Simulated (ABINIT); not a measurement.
Crystal: SiC (Moissanite).

```
CELL_PARAMETERS angstrom
3.07600 0.00000 0.00000
-1.53800 2.66389 0.00000
0.00000 0.00000 5.04800
ATOMIC_POSITIONS crystal
Si 0.66667 0.33333 0.50000
Si 0.33333 0.66667 0.00000
C 0.66667 0.33333 0.88500
C 0.33333 0.66667 0.38500
```

- Program: ABINIT 10.8.3 (patched build)
- Task: relaxation of cell and atoms
- Functional: LDA
- Potentials or basis: PseudoDojo NC SR LDA v0.4.1 standard
- Cutoff: 1116 eV
- k mesh: 8 × 8 × 4
- Occupations: fermi-dirac, width 0.05 eV
- Spin: no spin polarisation

At the start: pressure -4.4 GPa; volume 10.34 Å³/atom.

**Question.** How do energy, volume and symmetry change on relaxing?

**Answer.** Over 7 steps the energy falls by 11.9 meV/atom and the volume is 10.12 Å³/atom (-2.1 %); space group P6_3mc (No. 186, to 0.05 Å).

Step by step:
| step | energy change (eV) | largest force (eV/Å) | pressure (GPa) | volume (Å³) |
| --- | --- | --- | --- | --- |
| 1 | 0.0000 | 0.7284 | -4.42 | 41.36 |
| 2 | -0.0309 | 0.4888 | -1.68 | 40.81 |
| 3 | -0.0448 | 0.0869 | 1.01 | 40.31 |
| 4 | -0.0466 | 0.0581 | 0.59 | 40.39 |
| 5 | -0.0478 | 0.0039 | -0.02 | 40.49 |
| 6 | -0.0478 | 0.0001 | -0.01 | 40.49 |
| 7 | -0.0478 | 0.0000 | 0.00 | 40.49 |

Final structure:
```
CELL_PARAMETERS angstrom
3.05420 0.00000 0.00000
-1.52710 2.64502 0.00000
0.00000 0.00000 5.01215
ATOMIC_POSITIONS crystal
Si 0.66667 0.33333 0.50458
Si 0.33333 0.66667 0.00458
C 0.66667 0.33333 0.88042
C 0.33333 0.66667 0.38042
```
